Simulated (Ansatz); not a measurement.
## A decomposition energy, worked out: Li4F

Computed with Ansatz 0.2.0, DFT PBE, scalar-relativistic, plane waves, PAW. Settings: cutoff 420 eV, Γ-centred meshes spaced at most about 0.3 Å⁻¹, and about 0.25 Å⁻¹ or finer for metals (2π included), Gaussian smearing. No spin polarisation.

The zero of energy is the elements' standard structures at the same level (F₂ as a molecule); no fitted shifts are applied.

Temperature and zero-point effects are left out.

A trial structure of Li4F (reached from: random cell; relaxed: space group Pm-3m (No. 221), a = 4.269 Å) has a formation energy of -0.977 eV/atom. At its composition the lowest mixture among the elements and 1 reference phase computed alike (others may be missing) consists of these:

| phase | source | ΔE_f (eV/atom) |
| --- | --- | --- |
| Li (solid) | element | -0.004 |
| LiF (P6_3mc) | Materials Project | -2.953 |

The lowest database cell of Li (-0.004) lies slightly below the reference, hence the non-zero entry.

**Question.** Write the balanced decomposition and find its energy per atom, per formula unit and per mole of formula units.

**Answer.** Balancing Li and F gives Li4F → 3 Li + LiF. The left side holds 5 atoms, and the products take 3/5 (Li) and 2/5 (LiF) of them. The mixture therefore lies at 3/5 × (-0.004) + 2/5 × (-2.953) = -1.184 eV/atom. The reaction energy is -1.184 − (-0.977) = -0.207 eV/atom. Times 5 atoms that is -1.035 eV per Li4F, and times 96.485 it is -100 kJ per mole of Li4F. Decomposition is downhill, so the trial structure is unstable against this mixture.
